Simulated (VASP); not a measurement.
# SnSe: the band gap up a ladder of functionals, part 2 of 3

Aim: compute the gap of SnSe from the cheapest level upwards and hold each value against experiment. LASPH is on for some levels and off for others; the table marks which. The start is a cell from a database of measured crystal structures.

VASP 6.6.1, plane waves and PAW; the level of theory is named at each step.

So far, least gap on mesh and path (eV): step 2 (bands, level LDA, k 2×4×3) 0.478; step 3 (bands, level PBEsol, k 2×4×3) 0.487; step 4 (bands, level PBE, k 2×4×3) 0.548; step 5 (bands, level r2SCAN, k 2×4×3) 0.840; step 6 (bands, level TB-mBJ, k 2×4×3) 0.938.

The database entry behind the starting cell differs from later determinations by our own check (a about 1 % short), so it need not match the best structure at ambient conditions.

## (7) Bands with LAK, k 2×4×3

This step: LAK; plane waves and PAW (Sn_d, Se) (VASP 6.6.1).

LAK is a meta-GGA built to open gaps without exact exchange.

The input, INCAR:

```
SYSTEM = SnSe
PREC = Accurate
ENCUT = 400
EDIFF = 1E-06
NELM = 100
ISMEAR = 0
SIGMA = 0.02
LREAL = .FALSE.
ALGO = Normal
METAGGA = LAK
LASPH = .TRUE.
NBANDS = 61
LORBIT = 11
LWAVE = .FALSE.
LCHARG = .FALSE.
KPAR = 2
NCORE = 4
```

The input, POSCAR:

```
SnSe
1.0
   11.3700000000      0.0000000000      0.0000000000
    0.0000000000      4.1860000000      0.0000000000
    0.0000000000      0.0000000000      4.4390000000
Sn Se
4 4
Direct
    0.1187000000      0.2500000000      0.0988000000
    0.3813000000      0.7500000000      0.5988000000
    0.6187000000      0.2500000000      0.4012000000
    0.8813000000      0.7500000000      0.9012000000
    0.8555000000      0.2500000000      0.4828000000
    0.6445000000      0.7500000000      0.9828000000
    0.3555000000      0.2500000000      0.0172000000
    0.1445000000      0.7500000000      0.5172000000
```

The input, KPOINTS:

```
Automatic mesh
0
Gamma
2 4 3
0 0 0
```

The input, KPOINTS_OPT:

```
Line mode
12
Line-mode
Reciprocal
  0.00000000   0.00000000   0.00000000 GAMMA
  0.00000000   0.50000000   0.00000000 X

  0.00000000   0.50000000   0.00000000 X
  0.00000000   0.50000000   0.50000000 S

  0.00000000   0.50000000   0.50000000 S
  0.00000000   0.00000000   0.50000000 Y

  0.00000000   0.00000000   0.50000000 Y
  0.00000000   0.00000000   0.00000000 GAMMA

  0.00000000   0.00000000   0.00000000 GAMMA
  0.50000000   0.00000000   0.00000000 Z

  0.50000000   0.00000000   0.00000000 Z
  0.50000000   0.50000000   0.00000000 U

  0.50000000   0.50000000   0.00000000 U
  0.50000000   0.50000000   0.50000000 R

  0.50000000   0.50000000   0.50000000 R
  0.50000000   0.00000000   0.50000000 T

  0.50000000   0.00000000   0.50000000 T
  0.50000000   0.00000000   0.00000000 Z

  0.00000000   0.00000000   0.50000000 Y
  0.50000000   0.00000000   0.50000000 T

  0.50000000   0.50000000   0.00000000 U
  0.00000000   0.50000000   0.00000000 X

  0.00000000   0.50000000   0.50000000 S
  0.50000000   0.50000000   0.50000000 R
```

Potentials, in the order of the species: Sn_d and Se (PBE family, release 64).

Run with:

```
$ mpirun -np 8 vasp_std
```

Wall time 2.5 min (8 MPI ranks of Intel Xeon 6975P-C (Granite Rapids), shared host); peak memory 1.6 GiB.

At this level the cell is under a pressure of 5.5 GPa, so at these settings it is away from equilibrium.

Electronic bands along the path, in eV, zero at the valence-band top; v1 is the highest filled band, c1 the lowest empty one:

```
          point     v4     v3     v2     v1    c1    c2    c3    c4
              Γ  -1.86  -1.16  -0.82  -0.60  1.15  3.41  3.54  3.55
0.45 of the way  -1.68  -0.85  -0.80  -0.33  1.57  1.63  2.88  3.02
              X  -0.99  -0.99  -0.85  -0.85  1.48  1.48  1.97  1.97
0.55 of the way  -2.28  -2.28  -1.08  -1.08  1.97  1.97  3.49  3.50
              S  -2.43  -2.43  -1.58  -1.58  3.21  3.21  3.49  3.49
0.55 of the way  -1.43  -1.43  -0.89  -0.89  1.90  1.90  3.08  3.08
              Y  -0.73  -0.73  -0.17  -0.17  1.65  1.65  1.84  1.84
0.55 of the way  -1.29  -1.23  -0.62  -0.35  1.47  2.03  2.52  2.74
              Γ  -1.86  -1.16  -0.82  -0.60  1.15  3.41  3.54  3.55
0.55 of the way  -1.95  -1.83  -0.76  -0.61  2.04  3.21  3.31  3.64
              Z  -2.15  -2.15  -0.67  -0.67  3.09  3.09  3.23  3.23
0.55 of the way  -1.64  -1.64  -0.50  -0.50  1.85  1.85  2.74  2.74
              U  -1.04  -1.04  -1.04  -1.04  1.93  1.93  1.93  1.93
0.45 of the way  -1.53  -1.53  -1.53  -1.53  2.72  2.72  2.72  2.72
              R  -1.67  -1.67  -1.67  -1.67  3.01  3.01  3.01  3.01
0.45 of the way  -1.88  -1.88  -1.32  -1.32  2.85  2.85  3.69  3.69
              T  -0.58  -0.58  -0.16  -0.16  1.60  1.60  1.90  1.90
0.55 of the way  -1.28  -1.28  -0.74  -0.74  2.51  2.51  2.89  2.89
              Z  -2.15  -2.15  -0.67  -0.67  3.09  3.09  3.23  3.23
      jump to Y  -0.73  -0.73  -0.17  -0.17  1.65  1.65  1.84  1.84
0.55 of the way  -0.63  -0.63  -0.15  -0.15  1.58  1.58  1.87  1.87
              T  -0.58  -0.58  -0.16  -0.16  1.60  1.60  1.90  1.90
      jump to U  -1.04  -1.04  -1.04  -1.04  1.93  1.93  1.93  1.93
0.45 of the way  -1.06  -1.06  -0.93  -0.93  1.65  1.65  2.05  2.05
              X  -0.99  -0.99  -0.85  -0.85  1.48  1.48  1.97  1.97
      jump to S  -2.43  -2.43  -1.58  -1.58  3.21  3.21  3.49  3.49
```

Of the projections kept (Sn, Se), the largest for each band there, as a share of the weight inside these atoms' spheres; weight between the spheres isn't counted:

```
point       v4       v3       v2       v1       c1       c2       c3       c4
    Γ  Se 0.83  Se 0.52  Se 0.71  Se 0.67  Sn 0.86  Sn 0.73  Sn 0.62  Sn 0.64
    X  Sn 0.55  Sn 0.55  Sn 0.51  Sn 0.51  Sn 0.71  Sn 0.71  Sn 0.64  Sn 0.64
    S  Se 0.54  Se 0.54  Se 0.65  Se 0.65  Sn 0.64  Sn 0.64  Sn 0.51  Sn 0.51
    Y  Se 0.56  Se 0.56  Sn 0.57  Sn 0.57  Sn 0.75  Sn 0.75  Sn 0.83  Sn 0.83
    Γ  Se 0.83  Se 0.52  Se 0.71  Se 0.67  Sn 0.86  Sn 0.73  Sn 0.62  Sn 0.64
    Z  Se 0.80  Se 0.80  Se 0.71  Se 0.71  Sn 0.64  Sn 0.64  Sn 0.72  Sn 0.72
```

The gap is 1.09 eV, indirect. Against LDA that is +0.62 eV; this run took 3.1 times the core time.

## (8) Starting orbitals for the hybrid

This step: PBE; plane waves and PAW (Sn_d, Se) (VASP 6.6.1).

A hybrid converges badly from random orbitals, so a cheap semilocal run writes a WAVECAR on the same mesh first.

The input, INCAR:

```
SYSTEM = SnSe
PREC = Accurate
ENCUT = 400
EDIFF = 1E-05
NELM = 100
ISMEAR = 0
SIGMA = 0.02
LREAL = .FALSE.
ALGO = Normal
GGA = PE
NBANDS = 49
LORBIT = 11
LWAVE = .TRUE.
LCHARG = .FALSE.
KPAR = 2
NCORE = 4
```

POSCAR is that of step 7.

KPOINTS is that of step 7.

Run with:

```
$ mpirun -np 8 vasp_std
```

Wall time 5.4 s (8 MPI ranks); peak memory 1.3 GiB.

The gap is read on the k-mesh alone, so it is an upper bound where the band edges lie off the mesh, and a coarse mesh can show a gap where there is none.

A gap read on the k-mesh alone can miss the band edges.

This step gave:

| Quantity | Value |
| --- | --- |
| SCF cycles | 13 |
| bands | 49 |
| free energy (TOTEN) | -32.78 eV |
| Fermi energy | 5.663 eV |
| pressure | 2.634 GPa |
| conduction bottom at k | 0, 0, 0 |
| least direct gap at k | 0, 0, 0.3333 |
| gap on the k-mesh | 0.7389 eV |
| least direct gap on the k-mesh | 0.8860 eV |

Force by atom:

```
atom  x (eV/Å)  y (eV/Å)  z (eV/Å)   size
 Sn1    -0.220     0.000    -0.004  0.220
 Sn2     0.220     0.000    -0.004  0.220
 Sn3    -0.220     0.000     0.004  0.220
 Sn4     0.220     0.000     0.004  0.220
 Se5     0.332     0.000     0.016  0.333
 Se6    -0.332     0.000     0.016  0.333
 Se7     0.332     0.000    -0.016  0.333
 Se8    -0.332     0.000    -0.016  0.333
```

## (9) Bands with HSE06, k 2×4×3

This step: HSE06; plane waves and PAW (Sn_d, Se) (VASP 6.6.1).

HSE06 mixes in a quarter of exact exchange at short range, at far higher cost; in semiconductors this cures much of the gap error, while metals seldom gain.

The input, INCAR:

```
SYSTEM = SnSe
PREC = Accurate
ENCUT = 400
EDIFF = 1E-06
NELM = 100
ISMEAR = 0
SIGMA = 0.02
LREAL = .FALSE.
ALGO = Normal
LHFCALC = .TRUE.
AEXX = 0.25
GGA = PE
HFSCREEN = 0.2
LASPH = .TRUE.
NBANDS = 49
PRECFOCK = Fast
LORBIT = 11
LWAVE = .FALSE.
LCHARG = .FALSE.
KPAR = 2
```

POSCAR is that of step 8.

KPOINTS is that of step 8.

Edit KPOINTS_OPT of step 7 so:

```diff
@@ -1,3 +1,3 @@
 Line mode
-12
+6
 Line-mode
```

The WAVECAR or CHGCAR of an earlier step is read.

Run with:

```
$ mpirun -np 8 vasp_std
```

The job ended after 25 min (8 MPI ranks; peak memory 3.1 GiB; 3.3 h of CPU time).

The k-mesh is coarse for exact exchange; levels may shift by about 0.1 eV on a finer one.

Electronic bands along the path, in eV, zero at the valence-band top; v1 is the highest filled band, c1 the lowest empty one:

```
          point     v4     v3     v2     v1    c1    c2    c3    c4
              Γ  -1.84  -1.24  -0.85  -0.63  1.20  3.49  3.56  3.57
0.40 of the way  -1.78  -0.84  -0.82  -0.49  1.54  1.94  3.23  3.44
              X  -1.07  -1.07  -0.88  -0.88  1.46  1.46  1.96  1.96
0.40 of the way  -1.99  -1.99  -0.82  -0.82  1.50  1.50  2.96  2.96
              S  -2.60  -2.60  -1.68  -1.68  3.37  3.37  3.69  3.69
0.40 of the way  -2.04  -2.04  -1.23  -1.23  2.28  2.28  4.07  4.07
              Y  -0.83  -0.83  -0.21  -0.21  1.66  1.66  2.04  2.04
0.40 of the way  -1.42  -0.75  -0.70  -0.05  1.50  1.84  2.22  2.31
              Γ  -1.84  -1.24  -0.85  -0.63  1.20  3.49  3.56  3.57
0.60 of the way  -2.07  -1.96  -0.77  -0.64  2.31  3.18  3.27  3.81
              Z  -2.16  -2.16  -0.69  -0.69  3.12  3.12  3.37  3.37
0.40 of the way  -1.85  -1.85  -0.57  -0.57  2.51  2.51  3.29  3.29
              U  -1.11  -1.11  -1.11  -1.11  1.96  1.96  1.96  1.96
0.40 of the way  -1.52  -1.52  -1.52  -1.52  2.60  2.60  2.60  2.60
              R  -1.74  -1.74  -1.74  -1.74  3.08  3.08  3.08  3.08
0.40 of the way  -2.00  -2.00  -1.48  -1.48  2.97  2.97  3.88  3.88
              T  -0.60  -0.60  -0.21  -0.21  1.63  1.63  2.11  2.11
0.40 of the way  -1.22  -1.22  -0.53  -0.53  2.17  2.17  2.68  2.68
              Z  -2.16  -2.16  -0.69  -0.69  3.12  3.12  3.37  3.37
      jump to Y  -0.83  -0.83  -0.21  -0.21  1.66  1.66  2.04  2.04
0.60 of the way  -0.66  -0.66  -0.20  -0.20  1.59  1.59  2.09  2.09
              T  -0.60  -0.60  -0.21  -0.21  1.63  1.63  2.11  2.11
      jump to U  -1.11  -1.11  -1.11  -1.11  1.96  1.96  1.96  1.96
0.40 of the way  -1.16  -1.16  -0.99  -0.99  1.69  1.69  2.09  2.09
              X  -1.07  -1.07  -0.88  -0.88  1.46  1.46  1.96  1.96
      jump to S  -2.60  -2.60  -1.68  -1.68  3.37  3.37  3.69  3.69
```

Of the projections kept (Sn, Se), the largest for each band there, as a share of the weight inside these atoms' spheres; weight between the spheres isn't counted:

```
point       v4       v3       v2       v1       c1       c2       c3       c4
    Γ  Se 0.84  Se 0.53  Se 0.72  Se 0.68  Sn 0.86  Sn 0.71  Sn 0.62  Sn 0.60
    X  Sn 0.52  Sn 0.52  Sn 0.51  Sn 0.51  Sn 0.70  Sn 0.70  Sn 0.62  Sn 0.62
    S  Se 0.54  Se 0.54  Se 0.65  Se 0.65  Sn 0.64  Sn 0.64  Sn 0.50  Sn 0.50
    Y  Se 0.53  Se 0.53  Sn 0.57  Sn 0.57  Sn 0.73  Sn 0.73  Sn 0.84  Sn 0.84
    Γ  Se 0.84  Se 0.53  Se 0.72  Se 0.68  Sn 0.86  Sn 0.71  Sn 0.62  Sn 0.60
    Z  Se 0.81  Se 0.81  Se 0.71  Se 0.71  Sn 0.63  Sn 0.63  Sn 0.69  Sn 0.69
```

The gap is 1.04 eV, indirect. Against LDA that is +0.56 eV; this run took 32 times the core time, on fewer points of the path.

## (10) Bands with HSEsol, k 2×4×3

This step: HSEsol; plane waves and PAW (Sn_d, Se) (VASP 6.6.1).

HSEsol is the screened hybrid built on PBEsol.

Edit INCAR of step 9 so:

```diff
@@ -11,3 +11,3 @@
 AEXX = 0.25
-GGA = PE
+GGA = PS
 HFSCREEN = 0.2
```

POSCAR is that of step 9.

KPOINTS is that of step 9.

KPOINTS_OPT is that of step 9.

Run with:

```
$ mpirun -np 8 vasp_std
```

Wall time 25 min (8 MPI ranks); peak memory 3.1 GiB.

Electronic bands along the path, in eV, zero at the valence-band top; v1 is the highest filled band, c1 the lowest empty one:

```
          point     v4     v3     v2     v1    c1    c2    c3    c4
              Γ  -1.82  -1.25  -0.84  -0.63  1.16  3.45  3.52  3.53
0.40 of the way  -1.77  -0.83  -0.82  -0.50  1.50  1.91  3.20  3.41
              X  -1.08  -1.08  -0.88  -0.88  1.42  1.42  1.92  1.92
0.40 of the way  -1.98  -1.98  -0.82  -0.82  1.46  1.46  2.93  2.93
              S  -2.60  -2.60  -1.68  -1.68  3.34  3.34  3.67  3.67
0.40 of the way  -2.04  -2.04  -1.23  -1.23  2.25  2.25  4.05  4.05
              Y  -0.85  -0.85  -0.23  -0.23  1.62  1.62  2.01  2.01
0.40 of the way  -1.42  -0.76  -0.70  -0.05  1.44  1.80  2.18  2.28
              Γ  -1.82  -1.25  -0.84  -0.63  1.16  3.45  3.52  3.53
0.60 of the way  -2.08  -1.95  -0.76  -0.64  2.28  3.13  3.23  3.78
              Z  -2.14  -2.14  -0.68  -0.68  3.08  3.08  3.34  3.34
0.40 of the way  -1.85  -1.85  -0.56  -0.56  2.48  2.48  3.26  3.26
              U  -1.11  -1.11  -1.11  -1.11  1.92  1.92  1.92  1.92
0.40 of the way  -1.53  -1.53  -1.53  -1.53  2.57  2.57  2.57  2.57
              R  -1.73  -1.73  -1.73  -1.73  3.05  3.05  3.05  3.05
0.40 of the way  -2.00  -2.00  -1.48  -1.48  2.94  2.94  3.85  3.85
              T  -0.60  -0.60  -0.23  -0.23  1.59  1.59  2.08  2.08
0.40 of the way  -1.24  -1.24  -0.53  -0.53  2.13  2.13  2.66  2.66
              Z  -2.14  -2.14  -0.68  -0.68  3.08  3.08  3.34  3.34
      jump to Y  -0.85  -0.85  -0.23  -0.23  1.62  1.62  2.01  2.01
0.60 of the way  -0.67  -0.67  -0.21  -0.21  1.55  1.55  2.06  2.06
              T  -0.60  -0.60  -0.23  -0.23  1.59  1.59  2.08  2.08
      jump to U  -1.11  -1.11  -1.11  -1.11  1.92  1.92  1.92  1.92
0.40 of the way  -1.17  -1.17  -0.99  -0.99  1.65  1.65  2.05  2.05
              X  -1.08  -1.08  -0.88  -0.88  1.42  1.42  1.92  1.92
      jump to S  -2.60  -2.60  -1.68  -1.68  3.34  3.34  3.67  3.67
```

Of the projections kept (Sn, Se), the largest for each band there, as a share of the weight inside these atoms' spheres; weight between the spheres isn't counted:

```
point       v4       v3       v2       v1       c1       c2       c3       c4
    Γ  Se 0.84  Se 0.53  Se 0.72  Se 0.68  Sn 0.86  Sn 0.71  Sn 0.62  Sn 0.59
    X  Sn 0.52  Sn 0.52  Sn 0.51  Sn 0.51  Sn 0.70  Sn 0.70  Sn 0.62  Sn 0.62
    S  Se 0.54  Se 0.54  Se 0.65  Se 0.65  Sn 0.64  Sn 0.64  Se 0.51  Se 0.51
    Y  Se 0.52  Se 0.52  Sn 0.56  Sn 0.56  Sn 0.72  Sn 0.72  Sn 0.84  Sn 0.84
    Γ  Se 0.84  Se 0.53  Se 0.72  Se 0.68  Sn 0.86  Sn 0.71  Sn 0.62  Sn 0.59
    Z  Se 0.81  Se 0.81  Se 0.72  Se 0.72  Sn 0.64  Sn 0.64  Sn 0.69  Sn 0.69
```

The gap is 0.99 eV, indirect. Against LDA that is +0.51 eV; this run took 32 times the core time, on fewer points of the path.

## (11) Bands with r2SCANh, k 2×4×3

This step: r2SCANh; plane waves and PAW (Sn_d, Se) (VASP 6.6.1).

r2SCANh replaces a tenth of the r2SCAN exchange by exact exchange.

Edit INCAR of step 10 so:

```diff
@@ -10,5 +10,4 @@
 LHFCALC = .TRUE.
-AEXX = 0.25
-GGA = PS
-HFSCREEN = 0.2
+AEXX = 0.1
+METAGGA = R2SCAN
 LASPH = .TRUE.
@@ -16,2 +15,3 @@
 PRECFOCK = Fast
+HFRCUT = -1
 LORBIT = 11
```

POSCAR is that of step 10.

KPOINTS is that of step 10.

KPOINTS_OPT is that of step 10.

Run with:

```
$ mpirun -np 8 vasp_std
```

It took 23 min on 8 MPI ranks; peak memory 2.6 GiB.

The k-mesh is coarse for unscreened exact exchange, which converges slowly with it.

The electronic bands at the labelled points (eV, zero at the valence-band top; v1 is the highest filled band, c1 the lowest empty one):

```
          point     v4     v3     v2     v1    c1    c2    c3    c4
              Γ  -1.81  -1.19  -0.83  -0.61  1.37  3.65  3.79  3.81
0.40 of the way  -1.75  -0.83  -0.80  -0.49  1.71  2.14  3.37  3.57
              X  -1.05  -1.05  -0.87  -0.87  1.68  1.68  2.18  2.18
0.40 of the way  -1.92  -1.92  -0.78  -0.78  1.67  1.67  3.10  3.10
              S  -2.52  -2.52  -1.61  -1.61  3.51  3.51  3.82  3.82
0.40 of the way  -1.98  -1.98  -1.18  -1.18  2.44  2.44  4.18  4.18
              Y  -0.76  -0.76  -0.14  -0.14  1.80  1.80  2.16  2.16
0.40 of the way  -1.38  -0.74  -0.67  -0.05  1.71  2.01  2.40  2.42
              Γ  -1.81  -1.19  -0.83  -0.61  1.37  3.65  3.79  3.81
0.60 of the way  -2.00  -1.93  -0.75  -0.62  2.46  3.41  3.51  3.95
              Z  -2.12  -2.12  -0.67  -0.67  3.34  3.34  3.52  3.52
0.40 of the way  -1.81  -1.81  -0.56  -0.56  2.69  2.69  3.44  3.44
              U  -1.09  -1.09  -1.09  -1.09  2.17  2.17  2.17  2.17
0.40 of the way  -1.46  -1.46  -1.46  -1.46  2.74  2.74  2.74  2.74
              R  -1.68  -1.68  -1.68  -1.68  3.27  3.27  3.27  3.27
0.40 of the way  -1.93  -1.93  -1.43  -1.43  3.12  3.12  4.06  4.06
              T  -0.54  -0.54  -0.14  -0.14  1.77  1.77  2.22  2.22
0.40 of the way  -1.18  -1.18  -0.52  -0.52  2.37  2.37  2.79  2.79
              Z  -2.12  -2.12  -0.67  -0.67  3.34  3.34  3.52  3.52
      jump to Y  -0.76  -0.76  -0.14  -0.14  1.80  1.80  2.16  2.16
0.60 of the way  -0.60  -0.60  -0.13  -0.13  1.73  1.73  2.20  2.20
              T  -0.54  -0.54  -0.14  -0.14  1.77  1.77  2.22  2.22
      jump to U  -1.09  -1.09  -1.09  -1.09  2.17  2.17  2.17  2.17
0.40 of the way  -1.14  -1.14  -0.98  -0.98  1.91  1.91  2.30  2.30
              X  -1.05  -1.05  -0.87  -0.87  1.68  1.68  2.18  2.18
      jump to S  -2.52  -2.52  -1.61  -1.61  3.51  3.51  3.82  3.82
```

Of the projections kept (Sn, Se), the largest for each band there, as a share of the weight inside these atoms' spheres; weight between the spheres isn't counted:

```
point       v4       v3       v2       v1       c1       c2       c3       c4
    Γ  Se 0.83  Se 0.53  Se 0.72  Se 0.68  Sn 0.86  Sn 0.71  Sn 0.63  Sn 0.61
    X  Sn 0.52  Sn 0.52  Sn 0.51  Sn 0.51  Sn 0.71  Sn 0.71  Sn 0.62  Sn 0.62
    S  Se 0.54  Se 0.54  Se 0.65  Se 0.65  Sn 0.64  Sn 0.64  Sn 0.50  Sn 0.50
    Y  Se 0.54  Se 0.54  Sn 0.56  Sn 0.56  Sn 0.74  Sn 0.74  Sn 0.84  Sn 0.84
    Γ  Se 0.83  Se 0.53  Se 0.72  Se 0.68  Sn 0.86  Sn 0.71  Sn 0.63  Sn 0.61
    Z  Se 0.81  Se 0.81  Se 0.72  Se 0.72  Sn 0.63  Sn 0.63  Sn 0.71  Sn 0.71
```

The gap is 1.25 eV, indirect. Against LDA that is +0.77 eV; this run took 29 times the core time, on fewer points of the path.

## (12) Bands with PBE + SOC

This step: PBE, spin-orbit coupling; plane waves and PAW (Sn_d, Se) (VASP 6.6.1).

Spin-orbit coupling needs spinors and the noncollinear program, where each band holds one electron.

The input, INCAR:

```
SYSTEM = SnSe
PREC = Accurate
ENCUT = 400
EDIFF = 1E-06
NELM = 100
ISMEAR = 0
SIGMA = 0.02
LREAL = .FALSE.
ALGO = Normal
GGA = PE
LNONCOLLINEAR = .TRUE.
MAGMOM = 0 0 0 0 0 0 0 0 0 0 0 0 0 0 0 0 0 0 0 0 0 0 0 0
NBANDS = 98
GGA_COMPAT = .FALSE.
LASPH = .TRUE.
LSORBIT = .TRUE.
LORBIT = 11
LWAVE = .FALSE.
LCHARG = .FALSE.
KPAR = 4
NCORE = 2
```

POSCAR is that of step 11.

The input, KPOINTS:

```
Automatic mesh
0
Gamma
2 4 4
0 0 0
```

Edit KPOINTS_OPT of step 11 so:

```diff
@@ -1,3 +1,3 @@
 Line mode
-6
+12
 Line-mode
```

Run with:

```
$ mpirun -np 8 vasp_ncl
```

Elapsed: 3.9 min, on 8 MPI ranks; peak memory 4.3 GiB.

LASPH is on here and off in scalar runs of this session, so a comparison with those holds both changes. At this level the cell is under a pressure of 2.7 GPa, so at these settings it is away from equilibrium.

The electronic bands at the labelled points (eV, zero at the valence-band top; v1 is the highest filled band, c1 the lowest empty one):

```
          point     v4     v3     v2     v1    c1    c2    c3    c4
              Γ  -0.68  -0.68  -0.51  -0.51  0.73  0.73  2.81  2.81
0.45 of the way  -0.70  -0.70  -0.34  -0.34  1.01  1.01  1.27  1.27
              X  -0.78  -0.78  -0.78  -0.78  0.98  0.98  0.98  0.98
0.55 of the way  -1.04  -1.04  -0.91  -0.91  1.42  1.42  1.58  1.58
              S  -1.45  -1.45  -1.45  -1.45  2.73  2.73  2.73  2.73
0.55 of the way  -0.87  -0.87  -0.72  -0.72  1.32  1.32  1.48  1.48
              Y  -0.30  -0.30  -0.30  -0.30  1.16  1.16  1.16  1.16
0.55 of the way  -0.58  -0.58  -0.33  -0.33  0.98  0.98  1.53  1.53
              Γ  -0.68  -0.68  -0.51  -0.51  0.73  0.73  2.81  2.81
0.55 of the way  -0.63  -0.63  -0.51  -0.51  1.64  1.64  2.63  2.63
              Z  -0.55  -0.55  -0.55  -0.55  2.55  2.55  2.55  2.55
0.55 of the way  -0.46  -0.46  -0.44  -0.44  1.40  1.40  1.41  1.41
              U  -1.00  -1.00  -1.00  -1.00  1.41  1.41  1.41  1.41
0.45 of the way  -1.41  -1.41  -1.38  -1.38  2.18  2.18  2.24  2.24
              R  -1.47  -1.47  -1.47  -1.47  2.47  2.47  2.47  2.47
0.45 of the way  -1.22  -1.22  -1.22  -1.22  2.39  2.39  2.39  2.39
              T  -0.28  -0.28  -0.28  -0.28  1.16  1.16  1.16  1.16
0.55 of the way  -0.62  -0.62  -0.62  -0.62  1.98  1.98  1.98  1.98
              Z  -0.55  -0.55  -0.55  -0.55  2.55  2.55  2.55  2.55
      jump to Y  -0.30  -0.30  -0.30  -0.30  1.16  1.16  1.16  1.16
0.55 of the way  -0.27  -0.27  -0.27  -0.27  1.10  1.10  1.10  1.10
              T  -0.28  -0.28  -0.28  -0.28  1.16  1.16  1.16  1.16
      jump to U  -1.00  -1.00  -1.00  -1.00  1.41  1.41  1.41  1.41
0.45 of the way  -0.89  -0.89  -0.89  -0.89  1.17  1.17  1.17  1.17
              X  -0.78  -0.78  -0.78  -0.78  0.98  0.98  0.98  0.98
      jump to S  -1.45  -1.45  -1.45  -1.45  2.73  2.73  2.73  2.73
```

Of the projections kept (Sn, Se), the largest for each band there, as a share of the weight inside these atoms' spheres; weight between the spheres isn't counted:

```
point       v4       v3       v2       v1       c1       c2       c3       c4
    Γ  Se 0.74  Se 0.74  Se 0.70  Se 0.70  Sn 0.86  Sn 0.86  Sn 0.70  Sn 0.70
    X  Se 0.51  Se 0.51  Se 0.51  Se 0.51  Sn 0.69  Sn 0.69  Sn 0.69  Sn 0.69
    S  Se 0.67  Se 0.67  Se 0.67  Se 0.67  Sn 0.62  Sn 0.62  Sn 0.62  Sn 0.62
    Y  Sn 0.53  Sn 0.53  Sn 0.53  Sn 0.53  Sn 0.70  Sn 0.70  Sn 0.70  Sn 0.70
    Γ  Se 0.74  Se 0.74  Se 0.70  Se 0.70  Sn 0.86  Sn 0.86  Sn 0.70  Sn 0.70
    Z  Se 0.74  Se 0.74  Se 0.74  Se 0.74  Sn 0.61  Sn 0.61  Sn 0.61  Sn 0.61
```

The gap is 0.54 eV, indirect. Against PBE that is -0.01 eV, on another mesh; this run took 5.0 times the core time. The gap lies -0.29 eV from the measured 0.83 eV.

(Continued in part 3 of 3.)

[Lines on the potential files, build, host, timing and source positions are cut from VASP's logs without a mark.]

[Logs are printed without paths, hosts, clocks, repeated set-up lines and the standing remarks that a program may print on its own settings, such as how far it seeks lower states.]

[Hosts, paths, dates, database ids (printed as entryN), source tags and the programs' standing remarks are cut or masked in the printed files.]

[A measured line is paired with the nearest computed mode of its activity, which favours agreement.]

[In band tables of VASP the shares of atoms and orbitals are scaled to a sum of 1 inside the atoms' spheres.]
